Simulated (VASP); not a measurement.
# Sn (Fd-3m) in VASP: notebook

Runs on Sn. Level: PBE. Tasks: relaxation of cell and atoms.

Program: VASP 6.6.1. These are calculated values, not measurements. Logs are shortened: lines on timing, memory, paths and dates and some standing lists are left out, and cuts for length are marked.

### 1 The crystal as given

Symmetry: Fd-3m, No. 227, cubic system. Conventional cell: a = 6.467 Å, b = 6.467 Å, c = 6.467 Å, α = 90.00°, β = 90.00°, γ = 90.00°. Sn (site symmetry -43m) is surrounded by 4 Sn at 2.80 Å.

This isn't the form of Sn at room conditions, which is tetragonal (white tin).

### 2 Relaxation of cell and atoms, PBE

The input, INCAR:

```
ALGO = Normal
EDIFF = 1E-7
EDIFFG = -0.002
ENCUT = 350
GGA = PE
IBRION = 2
ISIF = 3
ISMEAR = 0
LASPH = T
LCHARG = F
LREAL = F
LWAVE = F
NELM = 80
NSW = 80
PREC = Accurate
SIGMA = 0.02
```

The input, KPOINTS:

```
k-points
0
Gamma
  8 8 8
```

The input, POSCAR:

```
Sn
1.0
    0.0000000000      3.2333428000      3.2333428000
    3.2333428000      0.0000000000      3.2333428000
    3.2333428000      3.2333428000      0.0000000000
Sn
2
Direct
    0.0000000000      0.0000000000      0.0000000000
    0.2500000000      0.2500000000      0.2500000000
```

Potentials or basis: VASP PAW PBE potentials, release 64 (Sn_d).

Started as:

```sh
$ cat potpaw_PBE.64/Sn_d/POTCAR > POTCAR
$ mpirun -np 1 vasp_std > vasp.out
```

OUTCAR:

```text
EDIFF = 1E-7
   EDIFFG = -0.002
   ENCUT = 350
   GGA = PE
   IBRION = 2
   ISIF = 3
   ISMEAR = 0
   LASPH = T
   LREAL = F
   NELM = 80
   NSW = 80
   PREC = Accurate

 ion  position               nearest neighbor table
   1  0.000  0.000  0.000-   2 2.80   2 2.80   2 2.80   2 2.80
   2  0.250  0.250  0.250-   1 2.80   1 2.80   1 2.80   1 2.80

  LATTYP: Found a face centered cubic cell.
 ALAT       =     6.4666856000

  Lattice vectors:

 A1 = (   0.0000000000,   3.2333428000,   3.2333428000)
 A2 = (   3.2333428000,   0.0000000000,   3.2333428000)
 A3 = (   3.2333428000,   3.2333428000,   0.0000000000)

Analysis of symmetry for initial positions (statically):
=====================================================================
 Subroutine PRICEL returns:
 Original cell was already a primitive cell.

 Routine SETGRP: Setting up the symmetry group for a
 face centered cubic supercell.

 Subroutine GETGRP returns: Found 48 space group operations
 (whereof 24 operations were pure point group operations)
 out of a pool of 48 trial point group operations.

The static configuration has the point symmetry T_d .
 The point group associated with its full space group is O_h .

Analysis of symmetry for dynamics (positions and initial velocities):
=====================================================================
 Subroutine PRICEL returns:
 Original cell was already a primitive cell.

 Routine SETGRP: Setting up the symmetry group for a
 face centered cubic supercell.

 Subroutine GETGRP returns: Found 48 space group operations
 (whereof 24 operations were pure point group operations)
 out of a pool of 48 trial point group operations.

The dynamic configuration has the point symmetry T_d .
 The point group associated with its full space group is O_h .

 Subroutine INISYM returns: Found 48 space group operations
 (whereof 24 operations are pure point group operations),
 and found     1 'primitive' translations

----------------------------------------------------------------------------------------

                                     Primitive cell

  volume of cell :      67.6060

  direct lattice vectors                    reciprocal lattice vectors
     0.000000000  3.233342800  3.233342800    -0.154638723  0.154638723  0.154638723
     3.233342800  0.000000000  3.233342800     0.154638723 -0.154638723  0.154638723
     3.233342800  3.233342800  0.000000000     0.154638723  0.154638723 -0.154638723

  length of vectors
     4.572637240  4.572637240  4.572637240     0.267842124  0.267842124  0.267842124

  position of ions in fractional coordinates (direct lattice)
     0.000000000  0.000000000  0.000000000
     0.250000000  0.250000000  0.250000000

  ion indices of the primitive-cell ions
   primitive index   ion index
                 1           1
                 2           2

----------------------------------------------------------------------------------------

 KPOINTS: k-points

Automatic generation of k-mesh.
 Grid dimensions read from file:
 generate k-points for:    8    8    8

 Generating k-lattice:

  Cartesian coordinates                     Fractional coordinates (reciprocal lattice)
    -0.019329840  0.019329840  0.019329840     0.125000000  0.000000000  0.000000000
     0.019329840 -0.019329840  0.019329840     0.000000000  0.125000000  0.000000000
     0.019329840  0.019329840 -0.019329840     0.000000000  0.000000000  0.125000000

  Length of vectors
     0.033480266  0.033480266  0.033480266

  Shift w.r.t. Gamma in fractional coordinates (k-lattice)
     0.000000000  0.000000000  0.000000000

 Subroutine IBZKPT returns following result:
 ===========================================

 Found     29 irreducible k-points:

 Following reciprocal coordinates:
            Coordinates               Weight
  0.000000  0.000000  0.000000      1.000000
  0.125000  0.000000  0.000000      8.000000
  0.250000  0.000000  0.000000      8.000000
  0.375000  0.000000  0.000000      8.000000
  0.500000  0.000000  0.000000      4.000000
  0.125000  0.125000  0.000000      6.000000
[... 16 lines left out ...]
  0.500000  0.250000  0.125000     48.000000
 -0.375000  0.250000  0.125000     24.000000
 [... further k-points ...]
   k-points           NKPTS =     29   k-points in BZ     NKDIM =     29   number of bands    NBANDS=     18
   number of dos      NEDOS =    301   number of ions     NIONS =      2
   total plane-waves  NPLWV =  21952
   dimension x,y,z NGX =    28 NGY =   28 NGZ =   28
   dimension x,y,z NGXF=    56 NGYF=   56 NGZF=   56
   ions per type =               2
   NGX,Y,Z   is equivalent  to a cutoff of  10.18, 10.18, 10.18 a.u.
   NGXF,Y,Z  is equivalent  to a cutoff of  20.36, 20.36, 20.36 a.u.
 SYSTEM =  unknown system
   PREC   = accura    normal or accurate (medium, high low for compatibility)
   ISTART =      0    job   : 0-new  1-cont  2-samecut
   ICHARG =      2    charge: 1-file 2-atom 10-const
   ISPIN  =      1    spin polarized calculation?
   LNONCOLLINEAR =      F non collinear calculations
   LSORBIT =      F    spin-orbit coupling
   LASPH  =      T    aspherical Exc in radial PAW
   ENCUT  =  350.0 eV  25.72 Ry    5.07 a.u.   6.98  6.98  6.98*2*pi/ulx,y,z
   NELM   =     80;   NELMIN=  2; NELMDL= -5     # of ELM steps
   EDIFF  = 0.1E-06   stopping-criterion for ELM
   LREAL  =      F    real-space projection
   EDIFFG = -.2E-02   stopping-criterion for IOM
   NSW    =     80    number of steps for IOM
   IBRION =      2    ionic relax: 0-MD 1-quasi-New 2-CG
   NFREE  =      1    steps in history (QN), initial steepest desc. (CG)
   ISIF   =      3    stress and relaxation
   ISYM   =      2    0-nonsym 1-usesym 2-fastsym
   POTIM  = 0.5000    time-step for ionic-motion
   TEBEG  =    0.0;   TEEND  =   0.0 temperature during run
   PSTRESS=    0.0 pullay stress
   NELECT =      28.0000    total number of electrons
   NUPDOWN=      -1.0000    fix difference up-down
   EMIN   =  10.00;   EMAX   =-10.00  energy-range for DOS
   EFERMI =   0.00;   METHOD = LEGACY
   ISMEAR =     0;   SIGMA  =   0.02  broadening in eV -4-tet -1-fermi 0-gaus
   EFERMI_NEDOS =   21; number of points for ismear=-14 and -15
   IALGO  =     38    algorithm
   IMIX   =      4    mixing-type and parameters
     AMIX     =   0.40;   BMIX     =  1.00
     AMIX_MAG =   1.60;   BMIX_MAG =  1.00
  volume/ion in A,a.u.               =      33.80       228.11
  Fermi-wavevector in a.u.,A,eV,Ry     =   1.220298  2.306028 20.260793  1.489126
  Thomas-Fermi vector in A             =   2.355520
   LORBIT       =      0    0 simple, 1 ext, 2 COOP (PROOUT), +10 PAW based schemes
   GGA     = PE    functional components
   LHFCALC =     F    Hartree Fock is set to
   AEXX    =    0.0000 exact exchange contribution
   IVDW    =     0    specifies the selected vdW correction
   LEPSILON=     F    determine dielectric tensor
   LRPA    =     F    only Hartree local field effects (RPA)
 conjugate gradient relaxation of ions
 non-spin polarized calculation
 Gauss-broadening in eV      SIGMA  =   0.02
  energy-cutoff  :      350.00
  volume of cell :       67.61
 maximum number of plane-waves:      1036
   NGX = 13   NGY = 13   NGZ = 13

--------------------------------------- Ionic step        1  -------------------------------------------

 number of electron      28.0000024 magnetization

 Free energy of the ion-electron system (eV)
  ---------------------------------------------------
  ext. energy  EPLUGINS =         0.00000000
  ---------------------------------------------------
  free energy    TOTEN  =        -7.61627361 eV

  energy without entropy =       -7.61618546  energy(sigma->0) =       -7.61622953

 E-fermi :   5.7705     XC(G=0):  -8.9208

 val. band max:        5.5532752270   @ k =   0.1250   0.0000   0.0000
 cond. band min:       5.7705278084   @ k =   0.5000   0.0000   0.0000
 fundamental gap:      0.2172525814
 Fermi energy:         5.7705278033

 k-point     1 :       0.0000    0.0000    0.0000
  band No.  band energies     occupation
      1     -15.9411      2.00000
      2     -15.9411      2.00000
      3     -15.9411      2.00000
      4     -15.8802      2.00000
      5     -15.8802      2.00000
      6     -15.5620      2.00000
[... 10 lines left out ...]
     17       7.9177      0.00000
     18       7.9177      0.00000
[... 541 lines left out ...]
 POSITION                                       TOTAL-FORCE (eV/Angst)
 -----------------------------------------------------------------------------------
      6.69292      3.34646      3.34646        -0.000000     -0.000000      0.000000
      1.67323      1.67323      1.67323         0.000000      0.000000     -0.000000
 -----------------------------------------------------------------------------------
    total drift:                                0.000000      0.000000      0.000000

  FREE ENERGIE OF THE ION-ELECTRON SYSTEM (eV)
  ---------------------------------------------------
  free  energy   TOTEN  =        -7.6610697923 eV

  energy  without entropy=       -7.6608829494  energy(sigma->0) =       -7.66097637

--------------------------------------- Ionic step        3  -------------------------------------------

 number of electron      27.9999994 magnetization

 Free energy of the ion-electron system (eV)
  ---------------------------------------------------
  ext. energy  EPLUGINS =         0.00000000
  ---------------------------------------------------
  free energy    TOTEN  =        -7.66805777 eV

  energy without entropy =       -7.66796818  energy(sigma->0) =       -7.66801297

 E-fermi :   4.8696     XC(G=0):  -8.5977

 val. band max:        4.8695456780   @ k =   0.5000   0.0000   0.0000
 cond. band min:       4.9647732215   @ k =   0.3750   0.0000   0.0000
 fundamental gap:      0.0952275435
 Fermi energy:         4.8696102193

 k-point     1 :       0.0000    0.0000    0.0000
  band No.  band energies     occupation
      1     -16.5631      2.00000
      2     -16.5631      2.00000
      3     -16.5631      2.00000
      4     -16.5121      2.00000
      5     -16.5121      2.00000
      6     -16.2509      2.00000
[... 10 lines left out ...]
     17       7.1430      0.00000
     18       7.1430      0.00000
[... 505 lines left out ...]
 POSITION                                       TOTAL-FORCE (eV/Angst)
 -----------------------------------------------------------------------------------
      0.00000      0.00000      0.00000         0.000000      0.000000      0.000000
      1.65713      1.65713      1.65713        -0.000000     -0.000000     -0.000000
 -----------------------------------------------------------------------------------
    total drift:                                0.000000      0.000000      0.000000

  FREE ENERGIE OF THE ION-ELECTRON SYSTEM (eV)
  ---------------------------------------------------
  free  energy   TOTEN  =        -7.6680577713 eV

  energy  without entropy=       -7.6679681776  energy(sigma->0) =       -7.66801297

 reached required accuracy - stopping structural energy minimisation
```

It took 64 s on 1 thread of Intel Xeon Platinum 8375C at 2.90GHz (Ice Lake), shared host; peak memory 0.16 GiB.

Results:

| Property | Result |
| --- | --- |
| Free energy | -7.6681 eV |
| Relaxed volume | 36.40 Å³/atom |
| Relaxed cell | a = 4.687 Å, b = 4.687 Å, c = 4.687 Å, α = 60.00°, β = 60.00°, γ = 60.00° |
| Space group after relaxing (to 0.05 Å) | Fd-3m (No. 227) |
| Energy gained by relaxing | 25.9 meV/atom |
| Ionic steps | 3 |
| Pressure after relaxing | 0.0 GPa |
| Band gap on the k mesh | none (metal or under the smearing width) |

Step by step:
```tsv
step	energy change (eV)	largest force (eV/Å)	pressure (GPa)	volume (Å³)
1	0.0000	0.0000	3.44	67.61
2	-0.0448	0.0000	-0.99	74.95
3	-0.0518	0.0000	0.00	72.81
```

Final structure:
```
CELL_PARAMETERS angstrom
0.00000 3.31425 3.31425
3.31425 0.00000 3.31425
3.31425 3.31425 0.00000
ATOMIC_POSITIONS crystal
Sn 0.00000 0.00000 0.00000
Sn 0.25000 0.25000 0.25000
```

Levels at points of the mesh, in eV from the Fermi level:
```tsv
k point	band 12	band 13	band 14	band 15	band 16	band 17
(0.00, 0.00, 0.00)	-0.95	0.21	0.21	0.21	2.27	2.27
(0.50, 0.00, 0.00)	-5.95	-0.90	-0.90	0.00	3.33	3.33
(0.50, 0.50, 0.00)	-7.18	-2.14	-2.14	1.01	1.01	7.45
```

### 3 Relaxation of cell and atoms, PBE

This run uses another cell than the first one, of 36.40 Å³/atom, 1.077 times its volume.

INCAR is that of step 2.

KPOINTS is that of step 2.

The input, POSCAR:

```
Sn                                      
1.0
    0.0000000000      3.3142543555      3.3142543555
    3.3142543555     -0.0000000000      3.3142543555
    3.3142543555      3.3142543555     -0.0000000000
  Sn            
     2
Direct
     0.0000000000000000    0.0000000000000000    0.0000000000000000
     0.2500000000000000    0.2500000000000000    0.2500000000000000
```

Potentials or basis: VASP PAW PBE potentials, release 64 (Sn_d).

Started as:

```sh
$ cat potpaw_PBE.64/Sn_d/POTCAR > POTCAR
$ mpirun -np 1 vasp_std > vasp.out
```

OUTCAR:

```text
EDIFF = 1E-7
   EDIFFG = -0.002
   ENCUT = 350
   GGA = PE
   IBRION = 2
   ISIF = 3
   ISMEAR = 0
   LASPH = T
   LREAL = F
   NELM = 80
   NSW = 80
   PREC = Accurate

 ion  position               nearest neighbor table
   1  0.000  0.000  0.000-   2 2.87   2 2.87   2 2.87   2 2.87
   2  0.250  0.250  0.250-   1 2.87   1 2.87   1 2.87   1 2.87

  LATTYP: Found a face centered cubic cell.
 ALAT       =     6.6285087110

  Lattice vectors:

 A1 = (   0.0000000000,   3.3142543555,   3.3142543555)
 A2 = (   3.3142543555,   0.0000000000,   3.3142543555)
 A3 = (   3.3142543555,   3.3142543555,   0.0000000000)

Analysis of symmetry for initial positions (statically):
=====================================================================
 Subroutine PRICEL returns:
 Original cell was already a primitive cell.

 Routine SETGRP: Setting up the symmetry group for a
 face centered cubic supercell.

 Subroutine GETGRP returns: Found 48 space group operations
 (whereof 24 operations were pure point group operations)
 out of a pool of 48 trial point group operations.

The static configuration has the point symmetry T_d .
 The point group associated with its full space group is O_h .

Analysis of symmetry for dynamics (positions and initial velocities):
=====================================================================
 Subroutine PRICEL returns:
 Original cell was already a primitive cell.

 Routine SETGRP: Setting up the symmetry group for a
 face centered cubic supercell.

 Subroutine GETGRP returns: Found 48 space group operations
 (whereof 24 operations were pure point group operations)
 out of a pool of 48 trial point group operations.

The dynamic configuration has the point symmetry T_d .
 The point group associated with its full space group is O_h .

 Subroutine INISYM returns: Found 48 space group operations
 (whereof 24 operations are pure point group operations),
 and found     1 'primitive' translations

[... 125 lines left out ...]
 conjugate gradient relaxation of ions
 non-spin polarized calculation
 Gauss-broadening in eV      SIGMA  =   0.02
  energy-cutoff  :      350.00
  volume of cell :       72.81
 maximum number of plane-waves:      1106
 NGX is ok and might be reduce to    30
   NGX = 15   NGY = 15   NGZ = 15

--------------------------------------- Ionic step        1  -------------------------------------------

 number of electron      28.0000001 magnetization

 Free energy of the ion-electron system (eV)
  ---------------------------------------------------
  ext. energy  EPLUGINS =         0.00000000
  ---------------------------------------------------
  free energy    TOTEN  =        -7.68040541 eV

  energy without entropy =       -7.68031580  energy(sigma->0) =       -7.68036060

------------------------ aborting loop because EDIFF is reached ----------------------------------------

  FORCE on cell =-STRESS in cart. coord.  units (eV):
  Direction    XX          YY          ZZ          XY          YZ          ZX
  --------------------------------------------------------------------------------------
  -------------------------------------------------------------------------------------
  Total        0.0349533      0.0349533      0.0349533      0.0000000     -0.0000000      0.0000000
  in kB        0.7691505      0.7691505      0.7691505      0.0000000     -0.0000000      0.0000000
  external PRESSURE =       0.7691505 kB  Pullay stress =       0.0000000 kB
[... 59 lines left out ...]
--------------------------------------- Ionic step        3  -------------------------------------------

 number of electron      27.9999999 magnetization

 Free energy of the ion-electron system (eV)
  ---------------------------------------------------
  ext. energy  EPLUGINS =         0.00000000
  ---------------------------------------------------
  free energy    TOTEN  =        -7.68043553 eV

  energy without entropy =       -7.68034396  energy(sigma->0) =       -7.68038974

 E-fermi :   4.8486     XC(G=0):  -8.5898

 val. band max:        4.8484749514   @ k =   0.5000   0.0000   0.0000
 cond. band min:       4.9436328094   @ k =   0.3750   0.0000   0.0000
 fundamental gap:      0.0951578580
 Fermi energy:         4.8486400603

 k-point     1 :       0.0000    0.0000    0.0000
  band No.  band energies     occupation
      1     -16.5833      2.00000
      2     -16.5833      2.00000
      3     -16.5833      2.00000
      4     -16.5328      2.00000
      5     -16.5328      2.00000
      6     -16.2732      2.00000
[... 481 lines left out ...]
      5     -16.4444      2.00000
      6     -16.3773      2.00000
[... 10 lines left out ...]
     17       9.5411      0.00000
     18      10.3399      0.00000

 [... further k-points ...]

------------------------ aborting loop because EDIFF is reached ----------------------------------------

  FORCE on cell =-STRESS in cart. coord.  units (eV):
  Direction    XX          YY          ZZ          XY          YZ          ZX
  --------------------------------------------------------------------------------------
  -------------------------------------------------------------------------------------
  Total        0.0014904      0.0014904      0.0014904      0.0000000      0.0000000     -0.0000000
  in kB        0.0327363      0.0327363      0.0327363      0.0000000      0.0000000     -0.0000000
  external PRESSURE =       0.0327363 kB  Pullay stress =       0.0000000 kB
[... 17 lines left out ...]
  FREE ENERGIE OF THE ION-ELECTRON SYSTEM (eV)
  ---------------------------------------------------
  free  energy   TOTEN  =        -7.6804355288 eV

  energy  without entropy=       -7.6803439584  energy(sigma->0) =       -7.68038974

 reached required accuracy - stopping structural energy minimisation
```

Run time: 72 s. Hardware: 1 thread of Intel Xeon Platinum 8375C at 2.90GHz (Ice Lake), shared host; peak memory 0.17 GiB.

What came out:

| Item | Value |
| --- | --- |
| Free energy | -7.6804 eV |
| Relaxed volume | 36.47 Å³/atom |
| Relaxed cell | a = 4.690 Å, b = 4.690 Å, c = 4.690 Å, α = 60.00°, β = 60.00°, γ = 60.00° |
| Space group after relaxing (to 0.05 Å) | Fd-3m (No. 227) |
| Energy gained by relaxing | 0.0 meV/atom |
| Ionic steps | 3 |
| Pressure after relaxing | 0.0 GPa |
| Band gap on the k mesh | none (metal or under the smearing width) |

Final structure:
```yaml
crystal:
  lattice:
    - [0.00000, 3.31628, 3.31628]
    - [3.31628, 0.00000, 3.31628]
    - [3.31628, 3.31628, 0.00000]
  atoms:
    - { symbol: Sn, position: [0.00000, 0.00000, 0.00000] }
    - { symbol: Sn, position: [0.25000, 0.25000, 0.25000] }
```

Levels at points of the mesh, in eV from the Fermi level:
| k point | band 10 | band 11 | band 12 | band 13 | band 14 | band 15 | band 16 | band 17 | band 18 |
| --- | --- | --- | --- | --- | --- | --- | --- | --- | --- |
| (0.00, 0.00, 0.00) | -21.12 | -10.06 | -0.96 | 0.21 | 0.21 | 0.21 | 2.28 | 2.28 | 2.28 |
| (0.50, 0.00, 0.00) | -21.08 | -8.56 | -5.94 | -0.89 | -0.89 | 0.00 | 3.33 | 3.33 | 5.81 |
| (0.50, 0.50, 0.00) | -21.06 | -7.17 | -7.17 | -2.13 | -2.13 | 1.02 | 1.02 | 7.44 | 7.44 |
